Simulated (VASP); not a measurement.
# BaS: equation of state with PBEsol

The system is BaS.

```
Ba S
1.0
     0.00000    3.19375    3.19375
     3.19375    0.00000    3.19375
     3.19375    3.19375    0.00000
Ba S
1 1
Direct
  0.00000 0.00000 0.00000
  0.50000 0.50000 0.50000
```

| Item | Value |
| --- | --- |
| Program | VASP 6.6.1 |
| Task | equation of state |
| Functional | PBEsol |
| Potentials or basis | VASP PAW PBE potentials, release 64 (Ba_sv, S) |
| Cutoff | 520 eV |
| k mesh | 7 × 7 × 7 |
| Occupations | fermi-dirac, width 0.05 eV |
| Spin | no spin polarisation |
| Ladder | free |
| Further INCAR settings | ALGO = Normal; EDIFF = 1e-07; NBANDS = 15 |

```
Equilibrium volume                      : 32.21 Å³/atom
Bulk modulus                            : 46 GPa
Pressure derivative of the bulk modulus : 4.5
```

Energy against volume, from the lowest point:
| volume (Å³/atom) | energy (meV/atom) |
| --- | --- |
| 30.622 | 11.89 |
| 31.273 | 3.73 |
| 31.925 | 0.00 |
| 32.576 | 0.25 |
| 33.228 | 4.04 |
| 33.879 | 11.00 |
| 34.531 | 20.81 |

All runs of the series together: 3.7 min on 1 thread of AMD EPYC 7R43 64-Core Processor (Zen 3), on a shared host.

Caveat: the PAW data sets were made with another functional, which shifts forces and pressure a little. The run has no spin-orbit coupling, so splittings on Ba are missing.
